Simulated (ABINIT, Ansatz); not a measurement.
# CaO (Lime): G0W0 with ABINIT, start to end

How does a plane-wave GW calculation on CaO (Lime) run from the first input to the gap?

Calculated with ABINIT 10.8.3; PBE and many-body steps on it, plane waves.

**1. Set-up**

Symmetry: Fm-3m, No. 225, cubic system. Conventional cell: a = 4.813 Å, b = 4.813 Å, c = 4.813 Å, α = 90.00°, β = 90.00°, γ = 90.00°. Ca has 6 O at 2.41 Å nearest. Nearest to O lie 6 Ca at 2.41 Å. Farther neighbours and most contacts between anions are not listed.

As a file:

```cif
data_structure
_symmetry_space_group_name_H-M 'Fm-3m'
_symmetry_Int_Tables_number 225
_cell_length_a 4.8130
_cell_length_b 4.8130
_cell_length_c 4.8130
_cell_angle_alpha 90.000
_cell_angle_beta 90.000
_cell_angle_gamma 90.000
_cell_volume 111.49
loop_
_atom_site_label
_atom_site_type_symbol
_atom_site_symmetry_multiplicity
_atom_site_Wyckoff_symbol
_atom_site_fract_x
_atom_site_fract_y
_atom_site_fract_z
_atom_site_occupancy
Ca1 Ca 4 a 0.00000 0.00000 0.00000 1
O1 O 4 b 0.50000 0.00000 0.00000 1
```

The cell and positions come from the Crystallography Open Database and are kept as given unless a step says otherwise.

**2. Ground state**

This step: ABINIT 10.8.3; DFT, PBE, plane waves, norm-conserving pseudopotentials.

The ground-state density comes first.

Input file run.abi:

```
acell 3*1.0 Angstrom
rprim 
  -0.000000000000 2.406500000000 2.406500000000
  2.406500000000 -0.000000000000 2.406500000000
  2.406500000000 2.406500000000 -0.000000000000
ntypat 2
znucl 20 8
natom 2
typat 1 2
xred 
  0.000000000000 0.000000000000 0.000000000000
  0.500000000000 0.500000000000 0.500000000000
pp_dirpath "pseudos"
pseudos "Ca.upf, O.upf"
ecut 36
ngkpt 8 8 8
nshiftk 1
shiftk 0 0 0
kptopt 1
chksymbreak 0
nband 13
occopt 1
tolvrs 1e-10
nstep 60
prtwf 0
optforces 0
optstress 0
indata_prefix "in"
outdata_prefix "out"
tmpdata_prefix "tmp"
```

The run is started by

```sh
$ OMP_NUM_THREADS=1 mpirun -n 8 abinit run.abi > log
```

Numbers of over 12 decimals in the logs are rounded to 6 here.

The log of the run:

```text
.Version 10.8.3 of ABINIT. v10.8.2 released Aug 2026.

 Symmetries : space group Fm -3 m (#225); Bravais cF (face-center cubic)
================================================================================
 Values of the parameters that define the memory need of the present run
     intxc =       0    ionmov =       0      iscf =       7    lmnmax =       6
     lnmax =       6     mgfft =      36  mpssoang =       3    mqgrid =    3001
     natom =       2  nloc_mem =       1    nspden =       1   nspinor =       1
    nsppol =       1      nsym =      48    n1xccc =    2501    ntypat =       2
    occopt =       1   xclevel =       2
-    mband =          13        mffmem =           1         mkmem =           4
       mpw =        1964          nfft =       46656          nkpt =          29
================================================================================
  Rough estimation (10% accuracy) of disk space for files :
================================================================================

--------------------------------------------------------------------------------
------------- Echo of variables that govern the present computation ------------
--------------------------------------------------------------------------------
 -outvars: echo values of preprocessed input variables --------
            acell      1.8897261259E+00  1.8897261259E+00  1.8897261259E+00 Bohr

      chksymbreak           0
             ecut      3.60000000E+01 Hartree
-          fftalg         312

              ixc     -101130
              kpt      0.00000000E+00  0.00000000E+00  0.00000000E+00
                       1.25000000E-01  0.00000000E+00  0.00000000E+00
                       2.50000000E-01  0.00000000E+00  0.00000000E+00
                       3.75000000E-01  0.00000000E+00  0.00000000E+00
                       5.00000000E-01  0.00000000E+00  0.00000000E+00
                       1.25000000E-01  1.25000000E-01  0.00000000E+00
                       2.50000000E-01  1.25000000E-01  0.00000000E+00
                       3.75000000E-01  1.25000000E-01  0.00000000E+00
                       5.00000000E-01  1.25000000E-01  0.00000000E+00
   [... 18 further rows ...]
                      -3.75000000E-01  5.00000000E-01  1.25000000E-01
                      -2.50000000E-01  5.00000000E-01  2.50000000E-01
         kptrlatt        8    0    0      0    8    0      0    0    8
          kptrlen      5.14505140E+01
P           mkmem           4
            natom           2
            nband          13
            ngfft          36      36      36
             nkpt          29
            nstep          60
             nsym          48
           ntypat           2
              occ      2.000000  2.000000  2.000000  2.000000  2.000000  2.000000
                       2.000000  2.000000  0.000000  0.000000  0.000000  0.000000
                       0.000000
        optforces           0
        optstress           0
            prtwf           0
            rprim     -0.0000000000E+00  2.4065000000E+00  2.4065000000E+00
[...]
spgroup         225

           tolvrs      1.00000000E-10

             xred      0.0000000000E+00  0.0000000000E+00  0.0000000000E+00
[...]
znucl       20.00000    8.00000

================================================================================

 chkinp: Checking input parameters for consistency.

================================================================================
== DATASET  1 ==================================================================
-   mpi_nproc: 8, omp_nthreads: 1 (-1 if OMP is not activated)

--- !DatasetInfo
iteration_state: {dtset: 1, }
dimensions: {natom: 2, nkpt: 29, mband: 13, nsppol: 1, nspinor: 1, nspden: 1, mpw: 1964, }
cutoff_energies: {ecut:  36.0, pawecutdg:  -1.0, }
electrons: {nelect:   1.60000000E+01, charge:   0.00000000E+00, occopt:   1.00000000E+00, tsmear:   1.00000000E-02, }

 Real(R)+Recip(G) space primitive vectors, cartesian coordinates (Bohr,Bohr^-1):
 R(1)=  0.0000000  4.5476259  4.5476259  G(1)= -0.1099475  0.1099475  0.1099475
 R(2)=  4.5476259  0.0000000  4.5476259  G(2)=  0.1099475 -0.1099475  0.1099475
 R(3)=  4.5476259  4.5476259  0.0000000  G(3)=  0.1099475  0.1099475 -0.1099475
 Unit cell volume ucvol=  1.8809801E+02 bohr^3
 Angles (23,13,12)=  6.00000000E+01  6.00000000E+01  6.00000000E+01 degrees

 getcut: wavevector=  0.0000  0.0000  0.0000  ngfft=  36  36  36
         ecut(hartree)=     36.000   => boxcut(ratio)=   2.07246

--- Pseudopotential description ------------------------------------------------
- Ca Generated using ONCVPSP code by D. R. Hamann
- 20.00000  10.00000  171031                  znucl, zion, pspdat
12 -101130 2 -1 1766                          pspcod,pspxc,lmax,lloc,mmax
     nproj     2     2     2
  pspatm : epsatm=   12.33471919
         --- l  ekb(1:nproj) -->
[...]
pspatm: atomic psp has been read  and splines computed

- O Generated using ONCVPSP code by D. R. Hamann
-  8.00000   6.00000  171031                  znucl, zion, pspdat
12 -101130 2 -1 936                           pspcod,pspxc,lmax,lloc,mmax
     nproj     2     2     1
  pspatm : epsatm=    6.19545534
         --- l  ekb(1:nproj) -->
[...]
1   -4.717130   -1.149271
             2   -1.331955
 pspatm: atomic psp has been read  and splines computed

   2.96482793E+02                                ecore*ucvol(ha*bohr**3)
--------------------------------------------------------------------------------

_setup2: Arith. and geom. avg. npw (full set) are    1940.436    1940.412

================================================================================

--- !BeginCycle
iteration_state: {dtset: 1, }
solver: {iscf: 7, nstep: 60, nline: 4, wfoptalg: 0, }
tolerances: {tolvrs: 1.00E-10, }

     iter   Etot(hartree)      deltaE(h)  residm     vres2
 ETOT  1  -55.233271494428    -5.523E+01 1.514E-01 5.754E+02
 ETOT  2  -55.004690637663     2.286E-01 5.139E-02 1.430E+03
 ETOT  3  -55.380443762184    -3.758E-01 1.474E-02 2.430E+01
 ETOT  4  -55.386725259412    -6.281E-03 4.894E-03 1.142E+00
 ETOT  5  -55.386742926157    -1.767E-05 3.231E-03 6.128E-01
 ETOT  6  -55.386904093586    -1.612E-04 1.541E-03 1.632E-02
 ETOT  7  -55.386908013823    -3.920E-06 1.937E-03 2.791E-04
 ETOT  8  -55.386908058106    -4.428E-08 1.246E-03 3.790E-06
 ETOT  9  -55.386908058756    -6.503E-10 2.295E-03 1.125E-06
 ETOT 10  -55.386908059092    -3.360E-10 1.205E-03 1.054E-09
 ETOT 11  -55.386908059093    -7.390E-13 1.935E-03 9.254E-11

 At SCF step   11       vres2   =  9.25E-11 < tolvrs=  1.00E-10 =>converged.

--- !ResultsGS
iteration_state: {dtset: 1, }
comment   : Summary of ground state results
lattice_vectors:
- [ -0.0000000,   4.5476259,   4.5476259, ]
- [  4.5476259,  -0.0000000,   4.5476259, ]
- [  4.5476259,   4.5476259,  -0.0000000, ]
lattice_lengths: [   6.43131,    6.43131,    6.43131, ]
lattice_angles: [ 60.000,  60.000,  60.000, ] # degrees, (23, 13, 12)
lattice_volume:   1.8809801E+02
convergence: {deltae: -7.390E-13, res2:  9.254E-11, residm:  1.935E-03, diffor:  0.000E+00, }
etotal    :  -5.53869081E+01
entropy   :   0.00000000E+00
fermie    :   1.86115127E-01
cartesian_stress_tensor: null
pressure_GPa: null
xred      :
- [  0.0000E+00,   0.0000E+00,   0.0000E+00, Ca]
- [  5.0000E-01,   5.0000E-01,   5.0000E-01,  O]
cartesian_forces: null
force_length_stats: {min: null, max: null, mean: null, }

 Integrated electronic density in atomic spheres:
 ------------------------------------------------
 Atom  Sphere_radius  Integrated_density
    1        2.00000          7.65233652
    2        2.00000          6.16580487
================================================================================

 ----iterations are completed or convergence reached----

 Mean square residual over all n,k,spin=   67.419E-07; max=  19.352E-04
 reduced coordinates (array xred) for    2 atoms
       0.000000000000      0.000000000000      0.000000000000
       0.500000000000      0.500000000000      0.500000000000
 rms dE/dt=  0.0000E+00; max dE/dt=  0.0000E+00; dE/dt below (all hartree)
    1       0.000000000000      0.000000000000      0.000000000000
    2       0.000000000000      0.000000000000      0.000000000000

 cartesian coordinates (angstrom) at end:
    1      0.000000     0.000000     0.000000
    2      2.406500     2.406500     2.406500
 length scales=  1.889726125908  1.889726125908  1.889726125908 bohr
              =  1.000000000000  1.000000000000  1.000000000000 angstroms
 prteigrs : about to open file out_EIG
 Fermi (or HOMO) energy (hartree) =   0.18612   Average Vxc (hartree)=  -0.38719
 Eigenvalues (hartree) for nkpt=  29  k points:
 kpt#   1, nband= 13, wtk=  0.00195, kpt=  0.0000  0.0000  0.0000 (reduced coord)
  -1.19837   -0.49133   -0.49133   -0.49133   -0.38219    0.18612    0.18612    0.18612
   0.35937    0.41497    0.41497    0.41497    0.46974
 prteigrs : prtvol=0 or 1, do not print more k-points.

--- !EnergyTerms
iteration_state     : {dtset: 1, }
comment             : Components of total free energy in Hartree
kinetic             :  2.44522709864429E+01
hartree             :  1.03702406318974E+01
xc                  : -1.16201536039229E+01
Ewald energy        : -4.14671963569245E+01
psp_core            :  1.57621442198582E+00
local_psp           : -3.94509884660682E+01
non_local_psp       :  7.52704327496218E-01
total_energy        : -5.53869080590932E+01
total_energy_eV     : -1.50715454816662E+03
band_energy         : -5.25791741599969E+00

== END DATASET(S) ==============================================================
================================================================================

 -outvars: echo values of variables after computation  --------
           etotal     -5.5386908059E+01
            nband          13
             nkpt          29
          spgroup         225
 [... the other variables as echoed above ...]

 Calculation completed.
```

The job ended after 4.8 s (8 MPI ranks of Arm Neoverse V2, shared host; peak memory 0.52 GiB; 37 s of CPU time).

Numbers from this step:

```
total energy               : -1507.1545 eV
gap                        : 3.662 eV
k of the valence top       : 0, 0, 0
k of the conduction bottom : 0.5, 0.5, 0
least direct gap           : 4.037 eV
```

The gap is indirect, with the least direct gap 0.37 eV higher.

[end of part 1 of 3]

[Paths, hosts, dates, memory and timing lines, banners, echoed tables and standing remarks are left out of the program output.]

[Logs are printed without paths, hosts, clocks, repeated set-up lines and the standing remarks that a program may print on its own settings, such as how far it seeks lower states.]

[Runs of the session that timed out or met a known fault of the program may be left out.]

[Hosts, paths, dates, database ids (printed as entryN), source tags and the programs' standing remarks are cut or masked in the printed files.]

[G0W0 gaps are taken among the corrected bands and points alone; a level outside them can change the order at an edge.]

[Where Ansatz stands beside ABINIT at settings called matched, ABINIT's density can come from a denser mesh and the files from another edition; pairs whose starting gaps differed by over 0.03 eV were left out, so agreement reads better than it is.]
